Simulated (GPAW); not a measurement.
Crystal: CoO.

```
CELL_PARAMETERS angstrom
0.00000 2.13150 2.13150
2.13150 0.00000 2.13150
2.13150 2.13150 0.00000
ATOMIC_POSITIONS crystal
Co 0.00000 0.00000 0.00000
O 0.50000 0.50000 0.50000
```

Base run:

| Item | Value |
| --- | --- |
| Program | GPAW 26.7.0 |
| Functional | RPBE |
| Potentials or basis | the program's PAW data sets (release 1.2.1) made for this functional |
| Cutoff | 800 eV |
| Basis | pw |
| k mesh | 11 × 11 × 11 |
| Occupations | fermi-dirac, width 0.05 eV |
| Spin | collinear spin, ferromagnetic start |
| Starting moments | [2.0, 0.0] μB |

Its results: pressure 4.7 GPa; net moment 2.96 μB per cell; site moments Co +2.56; O +0.24 μB.

Problem. The run is repeated on the same cell with these changes: functional from RPBE to revPBE; band points from 60 to 80. What comes out?

Solution. Pressure 3.1 GPa; net moment 2.95 μB per cell; site moments Co +2.55; O +0.24 μB.

Caveats: a cell with one magnetic atom can't hold antiferromagnetic order, which such compounds often take.
